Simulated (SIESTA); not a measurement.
Sb under changes of volume

One of the cells (30.810 Å³/atom); the others are scaled copies at fixed shape and fractional positions:

```
Sb
1.0
     2.16847    1.25196    3.78289
    -2.16847    1.25196    3.78289
     0.00000   -2.50393    3.78289
Sb
2
Direct
  0.76651 0.76651 0.76651
  0.23349 0.23349 0.23349
```

* Program: SIESTA 5.4.2
* Functional: PBEsol
* Potentials or basis: PseudoDojo 0.4 standard (PBEsol files)
* Basis: DZP (energy shift 0.003 Ry; two zetas on semicore shells)
* Grid cutoff: 500 Ry
* Energy shift: 0.003 Ry
* k mesh: 8 × 8 × 8
* Occupations: fermi-dirac, width 0.05 eV
* Spin: no spin polarisation

```csv
volume (Å³/atom),energy over the lowest point (meV/atom),pressure (GPa),largest force (eV/Å)
28.393,33.61,5.2,0.672
28.998,?,?,?
29.602,7.20,2.2,0.436
30.810,0.00,-0.2,0.223
31.414,2.80,-1.3,0.131
32.018,9.22,-2.2,0.042
```

Question: What does the run at 28.998 Å³/atom give?

Answer: Energy over the lowest point 16.95 meV/atom; pressure 3.6 GPa; largest force 0.548 eV/Å.

Worked out: A Birch-Murnaghan fit of order 3 (a polynomial in V^(-2/3)) to the other rows has its minimum at 30.70 Å³/atom with B0 = V·E''(V) = 56 GPa and B' = 3.1 at fixed shape and positions, which overstates the stiffness. It gives 17.78 meV/atom at 28.998 Å³/atom, against the run's 16.95, and -dE/dV = 3.5 GPa, against 3.6.

Energies are extrapolated to zero smearing.

Caveats: the basis of atomic orbitals isn't converged, which shifts pressures, moduli and gaps.
